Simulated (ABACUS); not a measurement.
Wanted: the native input for an ABACUS 3.10.1 run.

```yaml
Task: band structure
Functional: PBE
Potentials_or_basis: PseudoDojo NC FR 0.4 PBE stringent
Cutoff: 1551 eV
Density_cutoff: 6204 eV
Basis: DZP LCAO (the cutoffs set its grid)
Occupations: fermi-dirac, width 0.05 eV
Spin: spin-orbit coupling, no magnetisation
Orbital_files: Sb Sb_confined-atom_8au_3s3p2d.orb, Ga Ga_confined-atom_8au_3s3p2d.orb
Radial_cutoff_of_the_potentials_pseudo_rcut: 10 bohr
Density: read from an earlier self-consistent run
Path: G-X-W-K-G-L-U-W-L-K, U-X
Points_for_each_segment_of_the_path: 10
SCF_threshold_on_the_density: 1e-07
Max_SCF_steps: 100
Eigensolver: genelpa
Mixing: broyden
Mixing_share: 0.4
Symmetry_key: -1
Bands: 66
```

GaSb:

```
Sb Ga
1.0
     4.32608    0.00000    0.00000
     2.16304    3.74649    0.00000
     2.16304    1.24883    3.53223
Sb Ga
1 1
Direct
  0.75000 0.75000 0.75000
  0.00000 0.00000 0.00000
```

The input as run:

INPUT

```
INPUT_PARAMETERS
suffix              GaSb
calculation         nscf
basis_type          lcao
pseudo_dir          ./
orbital_dir         ./
symmetry            -1
dft_functional      pbe
ecutwfc             114.0
pseudo_rcut         10
nspin               4
nbands              66
ks_solver           genelpa
smearing_method     fd
smearing_sigma      0.00367493
scf_thr             1e-07
scf_nmax            100
mixing_type         broyden
mixing_beta         0.4
noncolin            0
lspinorb            1
init_chg            file
out_band            1
```

STRU

```
ATOMIC_SPECIES
Sb 121.7600 Sb.upf
Ga 69.7230 Ga.upf

NUMERICAL_ORBITAL
Sb_confined-atom_8au_3s3p2d.orb
Ga_confined-atom_8au_3s3p2d.orb

LATTICE_CONSTANT
1.8897261246

LATTICE_VECTORS
4.3260792900 0.0000000000 0.0000000000
2.1630396450 3.7464945639 0.0000000000
2.1630396450 1.2488315213 3.5322289491

ATOMIC_POSITIONS
Direct

Sb
0.0
1
0.7500000000 0.7500000000 0.7500000000 1 1 1

Ga
0.0
1
0.0000000000 0.0000000000 0.0000000000 1 1 1
```

KPT

```
K_POINTS
12
Line
0.00000000 0.00000000 0.00000000 10 // G
0.50000000 0.00000000 0.50000000 10 // X
0.50000000 0.25000000 0.75000000 10 // W
0.37500000 0.37500000 0.75000000 10 // K
0.00000000 0.00000000 0.00000000 10 // G
0.50000000 0.50000000 0.50000000 10 // L
0.62500000 0.25000000 0.62500000 10 // U
0.50000000 0.25000000 0.75000000 10 // W
0.50000000 0.50000000 0.50000000 10 // L
0.37500000 0.37500000 0.75000000 1 // K
0.62500000 0.25000000 0.62500000 10 // U
0.50000000 0.00000000 0.50000000 1 // X
```

Potentials or basis: PseudoDojo NC FR 0.4 PBE stringent, DZP LCAO (the cutoffs set its grid).

Run with:

```console
$ OMP_NUM_THREADS=1 mpirun -np 4 abacus > log
```

Run time: 2.4 s on 4 MPI ranks on Intel(R) Xeon(R) Platinum 8375C CPU @ 2.90GHz (Ice Lake), with other jobs on the host, peak memory 0.6 GiB a rank.
